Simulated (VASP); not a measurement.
# Er (Im-3m) in VASP: single point with PBE

Aim: the single point of Er with PBE.

All numbers are computed with VASP 6.6.1; they aren't measurements. Logs are shortened: lines on timing, memory, paths and dates and some standing lists are left out, and cuts for length are marked.

## (1) The structure

The structure is cubic, space group Im-3m (No. 229). The conventional cell has a = 3.944 Å, b = 3.944 Å, c = 3.944 Å, α = 90.00°, β = 90.00°, γ = 90.00°. Er (site symmetry m-3m) is surrounded by 8 Er at 3.42 Å.

The cell was built by a generator and needn't be a form met in nature.

## (2) Single point, PBE, collinear spin, typed start

File INCAR:

```
SYSTEM = Er
ALGO = Normal
EDIFF = 1E-6
ENCUT = 520
GGA = PE
ISIF = 2
ISMEAR = 0
ISPIN = 2
LASPH = .TRUE.
LCHARG = .FALSE.
LMAXMIX = 6
LORBIT = 11
LREAL = .FALSE.
LWAVE = .FALSE.
MAGMOM = 3
NBANDS = 21
NELM = 150
PREC = Accurate
SIGMA = 0.05
```

File KPOINTS:

```
k-points
0
G
  16 16 16
  0 0 0
```

File POSCAR:

```
Er
1.0
   -1.9719543936      1.9719543936      1.9719543936
    1.9719543936     -1.9719543936      1.9719543936
    1.9719543936      1.9719543936     -1.9719543936
Er
1
Direct
    0.0000000000      0.0000000000      0.0000000000
```

Potentials or basis: VASP PAW PBE potentials, release 64 (Er).

On the command line:

```
cat potpaw_PBE.64/Er/POTCAR > POTCAR
mpirun -np 1 vasp_std > vasp.out
```

OUTCAR:

```text
SYSTEM = Er
   EDIFF = 1E-6
   ENCUT = 520
   GGA = PE
   ISIF = 2
   ISMEAR = 0
   ISPIN = 2
   LASPH = .TRUE.
   LORBIT = 11
   LREAL = .FALSE.
   NELM = 150
   PREC = Accurate

 ion  position               nearest neighbor table
   1  0.000  0.000  0.000-

  LATTYP: Found a body centered cubic cell.
 ALAT       =     3.9439087872

  Lattice vectors:

 A1 = (  -1.9719543936,   1.9719543936,   1.9719543936)
 A2 = (   1.9719543936,  -1.9719543936,   1.9719543936)
 A3 = (   1.9719543936,   1.9719543936,  -1.9719543936)

Analysis of symmetry for initial positions (statically):
=====================================================================
 Subroutine PRICEL returns:
 Original cell was already a primitive cell.

 Routine SETGRP: Setting up the symmetry group for a
 body centered cubic supercell.

 Subroutine GETGRP returns: Found 48 space group operations
 (whereof 48 operations were pure point group operations)
 out of a pool of 48 trial point group operations.

The static configuration has the point symmetry O_h .

Analysis of symmetry for dynamics (positions and initial velocities):
=====================================================================
 Subroutine PRICEL returns:
 Original cell was already a primitive cell.

 Routine SETGRP: Setting up the symmetry group for a
 body centered cubic supercell.

 Subroutine GETGRP returns: Found 48 space group operations
 (whereof 48 operations were pure point group operations)
 out of a pool of 48 trial point group operations.

The dynamic configuration has the point symmetry O_h .

Analysis of structural, dynamic, and magnetic symmetry:
=====================================================================
 Subroutine PRICEL returns:
 Original cell was already a primitive cell.

 Routine SETGRP: Setting up the symmetry group for a
 body centered cubic supercell.

 Subroutine GETGRP returns: Found 48 space group operations
 (whereof 48 operations were pure point group operations)
 out of a pool of 48 trial point group operations.

The overall configuration has the point symmetry O_h .

 Subroutine INISYM returns: Found 48 space group operations
 (whereof 48 operations are pure point group operations),
 and found     1 'primitive' translations

----------------------------------------------------------------------------------------

                                     Primitive cell

  volume of cell :      30.6726

  direct lattice vectors                    reciprocal lattice vectors
    -1.971954394  1.971954394  1.971954394     0.000000000  0.253555560  0.253555560
     1.971954394 -1.971954394  1.971954394     0.253555560  0.000000000  0.253555560
     1.971954394  1.971954394 -1.971954394     0.253555560  0.253555560  0.000000000

  length of vectors
     3.415525200  3.415525200  3.415525200     0.358581711  0.358581711  0.358581711

  position of ions in fractional coordinates (direct lattice)
     0.000000000  0.000000000  0.000000000

  ion indices of the primitive-cell ions
   primitive index   ion index
                 1           1

----------------------------------------------------------------------------------------

 KPOINTS: k-points

Automatic generation of k-mesh.
 Grid dimensions read from file:
 generate k-points for:   16   16   16

 Generating k-lattice:

  Cartesian coordinates                     Fractional coordinates (reciprocal lattice)
     0.000000000  0.015847222  0.015847222     0.062500000  0.000000000  0.000000000
     0.015847222  0.000000000  0.015847222     0.000000000  0.062500000  0.000000000
     0.015847222  0.015847222  0.000000000     0.000000000  0.000000000  0.062500000

  Length of vectors
     0.022411357  0.022411357  0.022411357

  Shift w.r.t. Gamma in fractional coordinates (k-lattice)
     0.000000000  0.000000000  0.000000000

 Subroutine IBZKPT returns following result:
 ===========================================

 Found    145 irreducible k-points:

 Following reciprocal coordinates:
            Coordinates               Weight
  0.000000  0.000000  0.000000      1.000000
  0.062500  0.000000  0.000000     12.000000
  0.125000  0.000000  0.000000     12.000000
  0.187500  0.000000  0.000000     12.000000
  0.250000  0.000000  0.000000     12.000000
  0.312500  0.000000  0.000000     12.000000
[... 16 lines left out ...]
  0.187500  0.187500  0.000000     24.000000
  0.250000  0.187500  0.000000     48.000000
 [... further k-points ...]
   k-points           NKPTS =    145   k-points in BZ     NKDIM =    145   number of bands    NBANDS=     21
   number of dos      NEDOS =    301   number of ions     NIONS =      1
   total plane-waves  NPLWV =  21952
   dimension x,y,z NGX =    28 NGY =   28 NGZ =   28
   dimension x,y,z NGXF=    56 NGYF=   56 NGZF=   56
   ions per type =               1
   NGX,Y,Z   is equivalent  to a cutoff of  13.63, 13.63, 13.63 a.u.
   NGXF,Y,Z  is equivalent  to a cutoff of  27.26, 27.26, 27.26 a.u.
 SYSTEM =  Er
   PREC   = accura    normal or accurate (medium, high low for compatibility)
   ISTART =      0    job   : 0-new  1-cont  2-samecut
   ICHARG =      2    charge: 1-file 2-atom 10-const
   ISPIN  =      2    spin polarized calculation?
   LNONCOLLINEAR =      F non collinear calculations
   LSORBIT =      F    spin-orbit coupling
   LASPH  =      T    aspherical Exc in radial PAW
   ENCUT  =  520.0 eV  38.22 Ry    6.18 a.u.   6.35  6.35  6.35*2*pi/ulx,y,z
   NELM   =    150;   NELMIN=  2; NELMDL= -5     # of ELM steps
   EDIFF  = 0.1E-05   stopping-criterion for ELM
   LREAL  =      F    real-space projection
   EDIFFG = 0.1E-04   stopping-criterion for IOM
   NSW    =      0    number of steps for IOM
   IBRION =     -1    ionic relax: 0-MD 1-quasi-New 2-CG
   NFREE  =      0    steps in history (QN), initial steepest desc. (CG)
   ISIF   =      2    stress and relaxation
   ISYM   =      2    0-nonsym 1-usesym 2-fastsym
   POTIM  = 0.5000    time-step for ionic-motion
   TEBEG  =    0.0;   TEEND  =   0.0 temperature during run
   PSTRESS=    0.0 pullay stress
   NELECT =      22.0000    total number of electrons
   NUPDOWN=      -1.0000    fix difference up-down
   EMIN   =  10.00;   EMAX   =-10.00  energy-range for DOS
   EFERMI =   0.00;   METHOD = LEGACY
   ISMEAR =     0;   SIGMA  =   0.05  broadening in eV -4-tet -1-fermi 0-gaus
   EFERMI_NEDOS =   21; number of points for ismear=-14 and -15
   IALGO  =     38    algorithm
   IMIX   =      4    mixing-type and parameters
     AMIX     =   0.40;   BMIX     =  1.00
     AMIX_MAG =   1.60;   BMIX_MAG =  1.00
  volume/ion in A,a.u.               =      30.67       206.99
  Fermi-wavevector in a.u.,A,eV,Ry     =   1.465432  2.769264 29.218369  2.147490
  Thomas-Fermi vector in A             =   2.581289
   LORBIT       =     11    0 simple, 1 ext, 2 COOP (PROOUT), +10 PAW based schemes
   GGA     = PE    functional components
   LHFCALC =     F    Hartree Fock is set to
   AEXX    =    0.0000 exact exchange contribution
   IVDW    =     0    specifies the selected vdW correction
   LEPSILON=     F    determine dielectric tensor
   LRPA    =     F    only Hartree local field effects (RPA)
 spin polarized calculation
 Gauss-broadening in eV      SIGMA  =   0.05
  energy-cutoff  :      520.00
  volume of cell :       30.67
 maximum number of plane-waves:       856
 NGX is ok and might be reduce to    28
   NGX = 13   NGY = 13   NGZ = 13

 number of electron      22.0000009 magnetization       2.2499683

 Free energy of the ion-electron system (eV)
  ---------------------------------------------------
  ext. energy  EPLUGINS =         0.00000000
  ---------------------------------------------------
  free energy    TOTEN  =        -5.11828842 eV

  energy without entropy =       -5.11043392  energy(sigma->0) =       -5.11436117

 E-fermi :   2.6239     XC(G=0): -10.1934

 val. band max:        2.6236463381   @ k =   0.0625   0.0625   0.0000
 cond. band min:       2.6248277492   @ k =   0.1250   0.0000   0.0000
 fundamental gap:      0.0011814111
 Fermi energy:         2.6239203790

 spin component 1

 k-point     1 :       0.0000    0.0000    0.0000
  band No.  band energies     occupation
      1     -46.9451      1.00000
      2     -20.7112      1.00000
      3     -20.7112      1.00000
      4     -20.7112      1.00000
      5      -2.6869      1.00000
      6      -0.2593      1.00000
[... 13 lines left out ...]
     20      14.0601      0.00000
     21      21.7826      0.00000

 k-point     2 :       0.0625    0.0000    0.0000
  band No.  band energies     occupation
      1     -46.9433      1.00000
      2     -20.7376      1.00000
      3     -20.7194      1.00000
      4     -20.7114      1.00000
      5      -2.5706      1.00000
      6      -0.2578      1.00000
[... 520 lines left out ...]
 k-point    24 :       0.2500    0.1875    0.0000
  band No.  band energies     occupation
      1     -46.9009      1.00000
      2     -21.2181      1.00000
      3     -20.9195      1.00000
      4     -20.7663      1.00000
      5      -0.2156      1.00000
      6      -0.1792      1.00000
[... 13 lines left out ...]
     20      15.2965      0.00000
     21      17.6153      0.00000

 [... further k-points ...]

 spin component 2

 k-point     1 :       0.0000    0.0000    0.0000
  band No.  band energies     occupation
      1     -45.8895      1.00000
      2     -19.9719      1.00000
      3     -19.9719      1.00000
      4     -19.9719      1.00000
      5      -2.8006      1.00000
      6       1.6368      1.00000
[... 13 lines left out ...]
     20      14.0182      0.00000
     21      21.7105      0.00000

 k-point     2 :       0.0625    0.0000    0.0000
  band No.  band energies     occupation
      1     -45.8875      1.00000
      2     -20.0011      1.00000
      3     -19.9807      1.00000
      4     -19.9722      1.00000
      5      -2.6821      1.00000
      6       1.6286      1.00000
[... 520 lines left out ...]
 k-point    24 :       0.2500    0.1875    0.0000
  band No.  band energies     occupation
      1     -45.8406      1.00000
      2     -20.5269      1.00000
      3     -20.1991      1.00000
      4     -20.0328      1.00000
      5       0.4635      1.00000
      6       1.5144      1.00000
[... 13 lines left out ...]
     20      15.3883      0.00000
     21      17.6113      0.00000

 [... further k-points ...]

------------------------ aborting loop because EDIFF is reached ----------------------------------------

  FORCE on cell =-STRESS in cart. coord.  units (eV):
  Direction    XX          YY          ZZ          XY          YZ          ZX
  --------------------------------------------------------------------------------------
  -------------------------------------------------------------------------------------
  Total        0.5257216      0.5257216      0.5257216     -0.0000000     -0.0000000      0.0000000
  in kB       27.4609675     27.4609675     27.4609675     -0.0000000     -0.0000000      0.0000000
  external PRESSURE =      27.4609675 kB  Pullay stress =       0.0000000 kB

 VOLUME and BASIS-vectors are now :
 -----------------------------------------------------------------------------
  energy-cutoff  :      520.00
  volume of cell :       30.67
      direct lattice vectors                 reciprocal lattice vectors
    -1.971954394  1.971954394  1.971954394     0.000000000  0.253555560  0.253555560
     1.971954394 -1.971954394  1.971954394     0.253555560  0.000000000  0.253555560
     1.971954394  1.971954394 -1.971954394     0.253555560  0.253555560  0.000000000

 POSITION                                       TOTAL-FORCE (eV/Angst)
 -----------------------------------------------------------------------------------
      0.00000      0.00000      0.00000         0.000000      0.000000      0.000000
 -----------------------------------------------------------------------------------
    total drift:                                0.000000     -0.000000     -0.000000

  FREE ENERGIE OF THE ION-ELECTRON SYSTEM (eV)
  ---------------------------------------------------
  free  energy   TOTEN  =        -5.1182884243 eV

  energy  without entropy=       -5.1104339237  energy(sigma->0) =       -5.11436117

 total charge

# of ion       s       p       d       f       tot
--------------------------------------------------
    1        2.140   5.756   0.394  11.359  19.650

 magnetization (x)

# of ion       s       p       d       f       tot
--------------------------------------------------
    1        0.003  -0.033  -0.030   2.434   2.374
```

Wall time 5 min (1 thread of Intel Xeon Platinum 8559C (Emerald Rapids), shared host); peak memory 0.3 GiB.

What came out:

- Free energy: -5.1183 eV
- Pressure: 2.7 GPa
- Band gap on the k mesh: none (metal or under the smearing width)
- Net moment: 2.25 μB per cell
- Site moments: Er +2.37 μB
- Valence electrons inside the program's atomic spheres: Er 19.65

Levels at points of the mesh, in eV from the Fermi level:
Spin up:
```csv
k point,band 9,band 10,band 11,band 12,band 13,band 14,band 15,band 16
"(0.00, 0.00, 0.00)",-1.99,-1.92,-1.92,-1.92,2.47,2.47,2.47,4.77
"(0.50, 0.00, 0.00)",-2.02,-2.01,-1.97,-1.92,0.68,1.20,4.61,5.59
"(0.50, 0.50, 0.50)",-2.01,-2.01,-2.01,-1.22,-1.22,6.34,6.34,6.34
```
Spin down:
```
           k point  band 7  band 8  band 9  band 10  band 11  band 12  band 13  band 14
(0.00, 0.00, 0.00)   -0.63   -0.63   -0.63    -0.01    -0.01    -0.01     2.63     2.63
(0.50, 0.00, 0.00)   -0.75   -0.72   -0.65     0.08     0.08     0.18     0.76     1.24
(0.50, 0.50, 0.50)   -1.22   -0.76   -0.76    -0.76     0.24     0.24     0.24     6.35
```

Caveat: the magnetic or orbital state may not be the lowest; spin-orbit coupling is left out, which moves the levels of the heavy elements. The state reached can hang on the start; a lower one may exist.
